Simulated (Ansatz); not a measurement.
# Yb (Fm-3m) in Ansatz: notebook

The runs below take Yb through single point, equation of state, with r2SCAN.

Everything below comes from runs of Ansatz 0.2.0. Logs are shortened: lines on timing, memory, paths and dates and some standing lists are left out, and cuts for length are marked.

**1. The crystal as given**

Symmetry: Fm-3m, No. 225, cubic system. The conventional cell has a = 5.486 Å, b = 5.486 Å, c = 5.486 Å, α = 90.00°, β = 90.00°, γ = 90.00°. Yb (site symmetry m-3m) has 12 Yb at 3.88 Å as nearest neighbours.

**2. Single point, r2SCAN, collinear spin, ferromagnetic start, 38.80 Å³/atom (volume scaled by 0.94)**

The input, input.yaml:

```yaml
crystal:
  lattice:
    - [0.0, 2.6871026548, 2.6871026548]
    - [2.6871026548, 0.0, 2.6871026548]
    - [2.6871026548, 2.6871026548, 0.0]
  atoms:
    - { symbol: Yb, position: [0.0, 0.0, 0.0], spin: 1.0 }
hamiltonian:
  xc: r2scan
  pseudopotentials: { kind: paw }
magnetization:
  spin_polarized: true
kpoints:
  mp_grid: { grid: [8, 8, 8] }
scf:
  occupations: { method: fermi_dirac, width: 0.05 }
output:
  forces: true
  stress: true
  eigenvalues: true
```

Potentials or basis: Ansatz PAW.

Command:

```
$ ansatz run input.yaml --threads 2 --pin off --max-ram 5632MiB --backend cpu --events-out ev --progress --plain --runs-dir out
```

The program printed:

```text
Warning: where an SCF of this run starts from atoms to list the orders of its open shells, Yb (site 0, from 0) starts with 0.44 μB on its 4f shell and 0.44 μB on its 5d shell, in the place of the 1.00 μB that the deck gives it: its open shells can hold no more by Hund's first rule. To start from spheres of the given moment, type scf.initial_density.shell_occupations: []
Warning: RAYON_NUM_THREADS=2 ignored (pool sized by the plan → 2); use --threads N
Engine: ansatz 0.2.0, aarch64-unknown-linux-gnu
Pseudopotentials: kind: paw
Pseudopotential: Yb, paw, valence charge 24, recommended cutoff 500 eV (meta_gga), Yb.paw.azcp
Functional definition: r2SCAN
  parameter k0 = 0.174
  parameter k1 = 0.065
  parameter a1 = 4.9479
  exchange = r2scan_x(k0 = k0, k1 = k1, a1 = a1)
  correlation = r2scan_c
Crystal: 1 atoms, lattice volume = 38.805 Å³
Basis set: ecut = 500 eV, 965 PW (Γ), exchange–correlation on 120×120×120 points (64 copies of the dense FFT grid, shifted against one another)
Bands: 17, of which v1, the nominal top of the filled ones, is band 12 counted from 1 (11 counted from 0)
Symmetry: 48 space group operations
Space group: Fm-3m (ITA 225), of the structure as read, at distance tolerance 3.4e-5 Å
Magnetic group: BNS 225.116 (UNI 1618), of the structure as read, at distance tolerance 3.4e-5 Å
k-points: 29 of 512
Non-local potential: Yb, projectors of the file, l = 0: 3, l = 1: 2, l = 2: 2, l = 3: 3
PAW form: soft (Blöchl's): semilocal exchange-correlation on the pseudo side does not see the compensation charge
PAW frozen core: Yb, regenerated for the run's functional (the file was generated under x = pbe(κ = 0.804, μ = 0.2195149727645171), c = pbe(β = 0.06672455060314922))
PAW one-centre angular grid: Yb, 2702 points (default); XC on 160 Gauss nodes
Initial density: superposition of atomic densities (chi_scale 0.1, normalization cell)
Starting moments: Σ|m| = 1 μB on 1 of 1 site
Initial wavefunctions: pseudopotential atomic-orbital guess
Functional: x = r2scan, c = r2scan; τ floored in thin density (d = 2e-4 eV/Å³)
iter 1 solved again at ethr=2.64e-4 eV; its pass at ethr=3.10e-3 eV (dr2=6.34e-2 eV) is discarded
SCF iter   1: F=—  HF=-13805.623662 eV  |F-HF|=—  |Δ(HF+E_count)|=         —  Δρ=2.60e-2 (↑2.08e-2 ↓2.60e-2)  dr2=6.35e-2  dr2_τ=1.66e-3  dr2_m=1.79e-1  M=0.338 μB ∫|m|=0.338 μB  β_m=0.49  ethr=2.64e-4  ⟨swp⟩=2.2  Hψ=6403  notcnv=0
Mixer restart at iter 1: flushing history
preconditioner: auto → Kerker (q_TF=auto, 2.518 Å⁻¹)  [metal: Δε(μ)=0.015 eV  Ē_g=10.916 eV  σ=0.050 eV  W_gap=0.07  n_scr=14 (ndim 8)  ℏωp=28.0 eV  f_vac=0.000  D(μ)=4.15/eV (n_scr^D=58)]
spin=Collinear: Kerker preconditioning applied to the charge; magnetization (m = ρ↑ − ρ↓) channel mixes plain (no charge-response kernel on spin).
SCF iter   2: F=—  HF=-13805.689466 eV  |F-HF|=—  |Δ(HF+E_count)|=   6.58e-2  Δρ=1.43e-2 (↑1.43e-2 ↓1.16e-2)  dr2=4.16e-2  dr2_τ=1.26e-3  dr2_m=5.16e-2  M=0.306 μB ∫|m|=0.306 μB  β_m=0.83  ethr=2.64e-4  ⟨swp⟩=2.6  Hψ=2234  notcnv=0  defer=14  κ⁻¹=1.0e0(r=1)
SCF iter   3: F=—  HF=-13805.721130 eV  |F-HF|=—  |Δ(HF+E_count)|=   3.17e-2  Δρ=6.42e-3 (↑4.34e-3 ↓6.42e-3)  dr2=2.61e-2  dr2_τ=1.21e-4  dr2_m=4.79e-3  M=0.203 μB ∫|m|=0.203 μB  β_m=1.00  ethr=1.73e-4  ⟨swp⟩=2.2  Hψ=1917  notcnv=0  defer=13  κ⁻¹=4.4e-1(r=2)
SCF iter   4: F=—  HF=-13805.754412 eV  |F-HF|=—  |Δ(HF+E_count)|=   3.33e-2  Δρ=3.75e-3 (↑2.72e-3 ↓3.75e-3)  dr2=1.51e-2  dr2_τ=7.52e-5  dr2_m=2.79e-4  M=0.141 μB ∫|m|=0.163 μB  β_m=1.00  ethr=1.09e-4  ⟨swp⟩=2.1  Hψ=1730  notcnv=0  defer=13  κ⁻¹=1.6e-2(r=3)
SCF iter   5: F=—  HF=-13805.802659 eV  |F-HF|=—  |Δ(HF+E_count)|=   4.82e-2  Δρ=3.06e-3 (↑2.42e-3 ↓3.06e-3)  dr2=9.63e-3  dr2_τ=2.05e-5  dr2_m=5.18e-5  M=0.063 μB ∫|m|=0.152 μB  β_m=1.00  ethr=6.28e-5  ⟨swp⟩=2.3  Hψ=2028  notcnv=0  defer=13  κ⁻¹=1.8e-3(r=4)
SCF iter   6: F=—  HF=-13805.811495 eV  |F-HF|=—  |Δ(HF+E_count)|=   8.84e-3  Δρ=4.57e-3 (↑7.85e-4 ↓4.57e-3)  dr2=9.66e-3  dr2_τ=2.86e-5  dr2_m=1.45e-3  M=0.054 μB ∫|m|=0.120 μB  β_m=1.00  ethr=4.01e-5  ⟨swp⟩=1.9  Hψ=1586  notcnv=0  defer=12  κ⁻¹=5.6e-4(r=5)
SCF iter   7: F=—  HF=-13805.813173 eV  |F-HF|=—  |Δ(HF+E_count)|=   1.68e-3  Δρ=4.12e-3 (↑8.48e-4 ↓4.12e-3)  dr2=8.58e-3  dr2_τ=2.40e-5  dr2_m=1.08e-3  M=0.052 μB ∫|m|=0.111 μB  β_m=0.83  ethr=4.01e-5  ⟨swp⟩=1.0  Hψ=994  notcnv=0  defer=13  κ⁻¹=6.2e-5(r=6)
SCF iter   8: F=—  HF=-13805.818772 eV  |F-HF|=—  |Δ(HF+E_count)|=   5.60e-3  Δρ=7.59e-4 (↑7.59e-4 ↓7.39e-4)  dr2=3.83e-4  dr2_τ=5.06e-6  dr2_m=1.06e-4  M=0.029 μB ∫|m|=0.031 μB  β_m=0.30  ethr=3.58e-5  ⟨swp⟩=2.6  Hψ=2003  notcnv=0  defer=13  κ⁻¹=4.2e-6(r=7)
[... 6 lines left out ...]
SCF iter  15: F=—  HF=-13805.824486 eV  |F-HF|=—  |Δ(HF+E_count)|=   1.02e-6  Δρ=4.86e-5 (↑4.86e-5 ↓4.81e-5)  dr2=7.25e-8  dr2_τ=4.42e-9  dr2_m=8.16e-7  M=-0.001 μB ∫|m|=0.001 μB  β_m=1.00  ethr=9.75e-10  ⟨swp⟩=3.3  Hψ=2126  notcnv=0  defer=13  κ⁻¹=3.7e-6(r=8)
SCF iter  16: F=—  HF=-13805.824487 eV  |F-HF|=—  |Δ(HF+E_count)|=   1.17e-6  Δρ=2.64e-5 (↑2.64e-5 ↓2.18e-5)  dr2=4.36e-8  dr2_τ=8.76e-10  dr2_m=2.01e-7  M=-0.000 μB ∫|m|=0.001 μB  β_m=0.30  ethr=3.02e-10  ⟨swp⟩=2.8  Hψ=1748  notcnv=0  defer=13  κ⁻¹=8.9e-6(r=8)
SCF iter  17: F=—  HF=-13805.824488 eV  |F-HF|=—  |Δ(HF+E_count)|=   5.62e-7  Δρ=3.83e-6 (↑2.94e-6 ↓3.83e-6)  dr2=5.60e-9  dr2_τ=2.33e-10  dr2_m=2.35e-9  M=0.000 μB ∫|m|=0.000 μB  β_m=0.30  ethr=1.82e-10  ⟨swp⟩=3.0  Hψ=1893  notcnv=0  defer=13  κ⁻¹=1.0e-6(r=8)
SCF iter  18: F=—  HF=-13805.824488 eV  |F-HF|=—  |Δ(HF+E_count)|=   5.18e-8  Δρ=3.14e-6 (↑2.07e-6 ↓3.14e-6)  dr2=3.99e-9  dr2_τ=9.43e-11  dr2_m=1.63e-9  M=0.000 μB ∫|m|=0.000 μB  β_m=0.35  ethr=2.34e-11  ⟨swp⟩=2.7  Hψ=1744  notcnv=0  defer=13  κ⁻¹=1.2e-6(r=8)
SCF iter  19: F=—  HF=-13805.824488 eV  |F-HF|=—  |Δ(HF+E_count)|=   1.45e-8  Δρ=1.92e-6 (↑1.42e-6 ↓1.92e-6)  dr2=1.25e-9  dr2_τ=2.05e-11  dr2_m=7.33e-10  M=0.000 μB ∫|m|=0.000 μB  β_m=1.00  ethr=1.66e-11  ⟨swp⟩=2.0  Hψ=1704  notcnv=0  defer=13  κ⁻¹=6.3e-7(r=8)
iter 20 did not close the SCF: its close was put off for a magnetic moment that had not settled (scf_convergence_deferred on its scf_iter line)
SCF iter  20: F=-13805.824488 eV  HF=-13805.824488 eV  |F-HF|=4.90e-9  |Δ(HF+E_count)|=   1.44e-8  Δρ=2.83e-6 (↑2.83e-6 ↓1.34e-6)  dr2=5.07e-9  dr2_τ=1.17e-11  dr2_m=3.10e-10  M=0.000 μB ∫|m|=0.000 μB  β_m=0.73  ethr=5.20e-12  ⟨swp⟩=2.5  Hψ=3420  notcnv=0  κ⁻¹=1.2e-6(r=8)
iter 21 did not close the SCF: its close was put off for a magnetic moment that had not settled (scf_convergence_deferred on its scf_iter line)
SCF iter  21: F=-13805.824488 eV  HF=-13805.824488 eV  |F-HF|=3.01e-9  |Δ(HF+E_count)|=   1.23e-9  Δρ=1.77e-6 (↑1.77e-6 ↓1.59e-6)  dr2=3.58e-9  dr2_τ=1.65e-12  dr2_m=4.49e-11  M=0.000 μB ∫|m|=0.000 μB  β_m=0.96  ethr=5.20e-12  ⟨swp⟩=1.4  Hψ=2921  notcnv=0  κ⁻¹=2.4e-7(r=8)
SCF iter  22: F=-13805.824488 eV  HF=-13805.824488 eV  |F-HF|=6.46e-10  |Δ(HF+E_count)|=   1.08e-9  Δρ=9.71e-7 (↑7.01e-7 ↓9.71e-7)  dr2=8.14e-10  dr2_τ=7.15e-13  dr2_m=2.02e-11  M=0.000 μB ∫|m|=0.000 μB  ethr=5.20e-12  ⟨swp⟩=1.6  Hψ=2878  notcnv=0
SCF 1 converged in 22 iterations: F = -13805.824488 eV  dr2 = 8.14e-10
WARN: the starting moments were not kept: the SCF closed with an absolute magnetisation of 4.1e-5 μB, where they sum to 1 μB in size (1 site). That is at most 0.1 of that sum. Measured as dr2_m measures the in/out step, that magnetisation stands 4.0e-10 eV from none, at or under the dr2_threshold of 1.0e-7 eV: it is no larger than a step whose dr2_m would equal this threshold. The system may hold no moment; this SCF shows only that its start led to no more than that. To try another start: raise the starting moments (crystal.atoms[].spin, magnetization.per_species, magnetization.initial_magnetization, or on a non-collinear deck that types none of these the spinor_matrix: blocks that start its atoms; where the total moment is fixed, keep their sum and leave initial_magnetization as it is; typed ones take the place of any that the run laid by itself, positive ones on a crystal's lanthanoids without a Hubbard term where scf.initial_density.shell_occupations: [] is typed) or, if the notice of its spin-set hold's release reads "site moments contracting" or "site moments show no strong build", lengthen the hold (scf.mixing.spin_hold: { on: { confirm: 4 } }; for m-r²SCAN on two components see the key's manual first). Each may lead to a state that holds a moment. A second SCF, from the converged charge density, with the starting moments and any scf.initial_density.shell_occupations laid on it anew, would have followed, and was not run: the deck does not ask for one (magnetization.retry_lost_moments is false, the default). To let it run, set magnetization.retry_lost_moments: true and run the deck again, where that key's refused combinations let it; where memory then withholds it, that run's warning says so.
this state was not tested for a lower state beside it, because the mixer in use, unlike msr1, does not test its closes by its own steps (another_mixer; see scf.mixing.algorithm and scf.lower_state_search)
SCF converged after 22 iterations
Magnetization: 0.0000 μB (12.0000 up, 12.0000 down)
Absolute magnetization: 0.0000 μB (∫|ρ↑−ρ↓|, with the PAW one-centre terms)
Spin contamination: 0.0000 ħ² per cell (⟨S²⟩ above its minimum at these occupations)
Per-site moments (μB) at R_I (Å): [(-1.1458649271668086e-6, 1.5675565198866)]
Free energy (F): -13805.824488 eV
Harris-Foulkes:  -13805.824488 eV  (|F-HF|=6.46e-10)
Internal energy: -13805.810871 eV  (E = F + TS)
E sigma→0 (E₀):  -13805.817679 eV
Entropy (-TS):   -0.013617 eV (-13.617 meV/atom)
Fermi energy:    9.672247 eV
--- Per-component energies (eV) ---
  E_band       = -33.225555
  E_kinetic    = 352.267627
  E_local      = -6451.594616  (includes V_loc(G=0)·N_el)
  E_nonlocal   = 547.937165
  E_hartree    = 2806.532578
  E_xc         = -158.937071
  E_vxc        = -226.674691  (∫ρ·V_xc dr)
  E_paw        = -7364.878138  (= ΣΔE_a)
  E_vpaw       = 117.667938  (= ΣTr[D̂ρ^β])
  E_aug_tail   = 0.000002  (compensation charges beyond the density's cutoff)
  E_vtau       = 14.108872  (kinetic-family band-sum trace: ∫τ·v_τ [+ j·A + Jᵃ·Aᵃ] dr)
  E_ewald      = -3537.987623
  E_core_change = 0.849206  (= ΣΔE_core)
  E_smearing   = -0.013617  (= −TS)
  E_closure    = 0.000000  (closes the sum)
  Σ components = -13805.824488   (vs F -13805.824488, Δ=0.00e0)
--- Forces (eV/Å), atoms counted from 1 ---
  atom   1  Yb    -0.00000000     0.00000000     0.00000000
  max |Σ_I F_I| component: 6.78e-32 eV/Å
--- Stress (GPa, compression-positive) ---
       -1.659966       0.000000       0.000000
       -0.000000      -1.659966       0.000000
       -0.000000      -0.000000      -1.659966
  P = ⅓ Tr σ = -1.6600 GPa (-16.600 kbar)
--- Band table (eV; the first three rows and the last of 58) ---
  k-point 0 ↑: bands = ["-43.6036", "-15.2362", "-15.2362", "-15.2362", "4.4653", "9.2533", "9.3142", "9.3142", "9.3142", "9.3611", "9.3611", "9.3611", "12.8192", "12.8192", "12.8192", "14.8618", "14.8618"]
  k-point 1 ↑: bands = ["-43.6018", "-15.2764", "-15.2415", "-15.2415", "4.8122", "9.2573", "9.3087", "9.3215", "9.3215", "9.3457", "9.3457", "9.3615", "12.3290", "12.9735", "12.9735", "14.6763", "14.6763"]
  k-point 2 ↑: bands = ["-43.5975", "-15.3719", "-15.2543", "-15.2543", "5.7752", "9.2681", "9.2972", "9.3091", "9.3091", "9.3463", "9.3463", "9.3626", "11.3569", "13.0276", "13.0276", "14.7984", "14.7984"]
  k-point 28 ↓: bands = ["-43.5872", "-15.4104", "-15.4104", "-15.3355", "9.2406", "9.2516", "9.2803", "9.2803", "9.3305", "9.3305", "9.3865", "9.7250", "10.4795", "10.4795", "12.6756", "16.7452", "16.9044"]
```

Run time: 7.6 s. Hardware: 2 threads of Arm Neoverse V1, shared host; peak memory 0.45 GiB.

What came out:

```
Free energy            : -13805.8245 eV
Pressure               : -1.7 GPa
Band gap on the k mesh : none (metal or under the smearing width)
Net moment             : 0.00 μB per cell
Absolute moment        : 0.00 μB per cell
```

Caveat: the magnetic or orbital state may not be the lowest; spin-orbit coupling is left out, which moves the levels of the heavy elements; the PAW data sets come from PBE, with cores solved anew for the run's functional, which leaves a small shift of forces and pressure; the starting moments weren't kept.

**3. Single point, r2SCAN, collinear spin, ferromagnetic start, 39.63 Å³/atom (volume scaled by 0.96)**

Changes to input.yaml since step 2:

```diff
@@ -2,5 +2,5 @@
   lattice:
-    - [0.0, 2.6871026548, 2.6871026548]
-    - [2.6871026548, 0.0, 2.6871026548]
-    - [2.6871026548, 2.6871026548, 0.0]
+    - [0.0, 2.7060265364, 2.7060265364]
+    - [2.7060265364, 0.0, 2.7060265364]
+    - [2.7060265364, 2.7060265364, 0.0]
   atoms:
```

Potentials or basis: Ansatz PAW.

Command:

```
$ ansatz run input.yaml --threads 2 --pin off --max-ram 5632MiB --backend cpu --events-out ev --progress --plain --runs-dir out
```

It took 7.6 s on 2 threads of Arm Neoverse V1, shared host; peak memory 0.45 GiB.

The run converged. Its results:

```yaml
Free_energy: -13805.8152 eV
Pressure: -1.9 GPa
Band_gap_on_the_k_mesh: none (metal or under the smearing width)
Net_moment: 0.00 μB per cell
Absolute_moment: 0.00 μB per cell
```

Caveat: the magnetic or orbital state may not be the lowest; spin-orbit coupling is left out, which moves the levels of the heavy elements; the PAW data sets come from PBE, with cores solved anew for the run's functional, which leaves a small shift of forces and pressure; the starting moments weren't kept.

**4. Single point, r2SCAN, collinear spin, ferromagnetic start, 40.46 Å³/atom (volume scaled by 0.98)**

Changes to input.yaml since step 3:

```diff
@@ -2,5 +2,5 @@
   lattice:
-    - [0.0, 2.7060265364, 2.7060265364]
-    - [2.7060265364, 0.0, 2.7060265364]
-    - [2.7060265364, 2.7060265364, 0.0]
+    - [0.0, 2.7246893782, 2.7246893782]
+    - [2.7246893782, 0.0, 2.7246893782]
+    - [2.7246893782, 2.7246893782, 0.0]
   atoms:
```

Command:

```
$ ansatz run input.yaml --threads 2 --pin off --max-ram 5632MiB --backend cpu --events-out ev --progress --plain --runs-dir out
```

It took 7.8 s on 2 threads of Arm Neoverse V1, shared host; peak memory 0.45 GiB.

Results (log left out):

```yaml
Free_energy: -13805.8045 eV
Pressure: -2.2 GPa
Band_gap_on_the_k_mesh: none (metal or under the smearing width)
Net_moment: 0.00 μB per cell
Absolute_moment: 0.00 μB per cell
```

Caveat: the magnetic or orbital state may not be the lowest; spin-orbit coupling is left out, which moves the levels of the heavy elements; the PAW data sets come from PBE, with cores solved anew for the run's functional, which leaves a small shift of forces and pressure; the starting moments weren't kept.

**5. Single point, r2SCAN, collinear spin, ferromagnetic start, 41.28 Å³/atom**

Changes to input.yaml since step 4:

```diff
@@ -2,5 +2,5 @@
   lattice:
-    - [0.0, 2.7246893782, 2.7246893782]
-    - [2.7246893782, 0.0, 2.7246893782]
-    - [2.7246893782, 2.7246893782, 0.0]
+    - [0.0, 2.7431, 2.7431]
+    - [2.7431, 0.0, 2.7431]
+    - [2.7431, 2.7431, 0.0]
   atoms:
```

Command:

```
$ ansatz run input.yaml --threads 2 --pin off --max-ram 5632MiB --backend cpu --events-out ev --progress --plain --runs-dir out
```

It took 8.5 s on 2 threads of Arm Neoverse V1, shared host; peak memory 0.45 GiB.

Results (log left out):

```
Free energy            : -13805.7926 eV
Pressure               : -2.4 GPa
Band gap on the k mesh : none (metal or under the smearing width)
Net moment             : 0.00 μB per cell
Absolute moment        : 0.00 μB per cell
```

Caveat: the magnetic or orbital state may not be the lowest; spin-orbit coupling is left out, which moves the levels of the heavy elements; the PAW data sets come from PBE, with cores solved anew for the run's functional, which leaves a small shift of forces and pressure; the starting moments weren't kept.

**6. Single point, r2SCAN, collinear spin, ferromagnetic start, 42.11 Å³/atom (volume scaled by 1.02)**

Changes to input.yaml since step 5:

```diff
@@ -2,5 +2,5 @@
   lattice:
-    - [0.0, 2.7431, 2.7431]
-    - [2.7431, 0.0, 2.7431]
-    - [2.7431, 2.7431, 0.0]
+    - [0.0, 2.7612667546, 2.7612667546]
+    - [2.7612667546, 0.0, 2.7612667546]
+    - [2.7612667546, 2.7612667546, 0.0]
   atoms:
```

Potentials or basis: Ansatz PAW.

Command:

```
$ ansatz run input.yaml --threads 2 --pin off --max-ram 5632MiB --backend cpu --events-out ev --progress --plain --runs-dir out
```

Run time: 8.4 s. Hardware: 2 threads of Arm Neoverse V1, shared host; peak memory 0.45 GiB.

The run converged. Its results:

| Property | Result |
| --- | --- |
| Free energy | -13805.7795 eV |
| Pressure | -2.6 GPa |
| Band gap on the k mesh | none (metal or under the smearing width) |
| Net moment | 0.00 μB per cell |
| Absolute moment | 0.00 μB per cell |

Caveat: the magnetic or orbital state may not be the lowest; spin-orbit coupling is left out, which moves the levels of the heavy elements; the PAW data sets come from PBE, with cores solved anew for the run's functional, which leaves a small shift of forces and pressure; the starting moments weren't kept.

**7. Single point, r2SCAN, collinear spin, ferromagnetic start, 42.93 Å³/atom (volume scaled by 1.04)**

Changes to input.yaml since step 6:

```diff
@@ -2,5 +2,5 @@
   lattice:
-    - [0.0, 2.7612667546, 2.7612667546]
-    - [2.7612667546, 0.0, 2.7612667546]
-    - [2.7612667546, 2.7612667546, 0.0]
+    - [0.0, 2.7791975606, 2.7791975606]
+    - [2.7791975606, 0.0, 2.7791975606]
+    - [2.7791975606, 2.7791975606, 0.0]
   atoms:
@@ -20 +20,5 @@
   eigenvalues: true
+  write_density: true
+  write_potential: true
+  elf: true
+  volumetric_format: npy
```

Command:

```
$ ansatz run input.yaml --threads 2 --pin off --max-ram 5632MiB --backend cpu --events-out ev --progress --plain --runs-dir out
```

Run time: 10 s. Hardware: 2 threads of Arm Neoverse V1, shared host; peak memory 0.46 GiB.

It converged, with:

```
Free energy            : -13805.7654 eV
Pressure               : -2.8 GPa
Band gap on the k mesh : none (metal or under the smearing width)
Net moment             : 0.00 μB per cell
Absolute moment        : 0.00 μB per cell
```

Caveat: the magnetic or orbital state may not be the lowest; spin-orbit coupling is left out, which moves the levels of the heavy elements; the PAW data sets come from PBE, with cores solved anew for the run's functional, which leaves a small shift of forces and pressure; the starting moments weren't kept.

**8. Single point, r2SCAN, collinear spin, ferromagnetic start, 43.76 Å³/atom (volume scaled by 1.06)**

The input, input.yaml:

```yaml
crystal:
  lattice:
    - [0.0, 2.7968999332, 2.7968999332]
    - [2.7968999332, 0.0, 2.7968999332]
    - [2.7968999332, 2.7968999332, 0.0]
  atoms:
    - { symbol: Yb, position: [0.0, 0.0, 0.0], spin: 1.0 }
hamiltonian:
  xc: r2scan
  pseudopotentials: { kind: paw }
magnetization:
  spin_polarized: true
kpoints:
  mp_grid: { grid: [8, 8, 8] }
scf:
  occupations: { method: fermi_dirac, width: 0.05 }
output:
  forces: true
  stress: true
  eigenvalues: true
```

Command:

```
$ ansatz run input.yaml --threads 2 --pin off --max-ram 5632MiB --backend cpu --events-out ev --progress --plain --runs-dir out
```

It took 8.3 s on 2 threads of Arm Neoverse V1, shared host; peak memory 0.45 GiB.

Results (log left out):

```
Free energy            : -13805.7504 eV
Pressure               : -3.0 GPa
Band gap on the k mesh : none (metal or under the smearing width)
Net moment             : 0.00 μB per cell
Absolute moment        : 0.00 μB per cell
```

Caveat: the magnetic or orbital state may not be the lowest; spin-orbit coupling is left out, which moves the levels of the heavy elements; the PAW data sets come from PBE, with cores solved anew for the run's functional, which leaves a small shift of forces and pressure; the starting moments weren't kept.

**9. Equation of state, r2SCAN, collinear spin, ferromagnetic start**

Potentials or basis: Ansatz PAW.

This step only gathers the single runs of the series.

Results:

* Equilibrium volume: 35.19 Å³/atom (rough: see the caveat)
* Bulk modulus: 20 GPa (rough)

Energy against volume, from the lowest point:
| volume (Å³/atom) | energy (meV/atom) |
| --- | --- |
| 38.805 | 0.00 |
| 39.630 | 9.30 |
| 40.456 | 19.99 |
| 41.281 | 31.93 |
| 42.107 | 45.00 |
| 42.933 | 59.09 |
| 43.758 | 74.10 |

Caveat: the magnetic or orbital state may not be the lowest; the minimum lies outside the volumes run; the PAW data sets were made with another functional, which shifts forces and pressure a little; spin-orbit coupling is left out, which moves the levels of the heavy elements. The state reached can hang on the start; a lower one may exist.
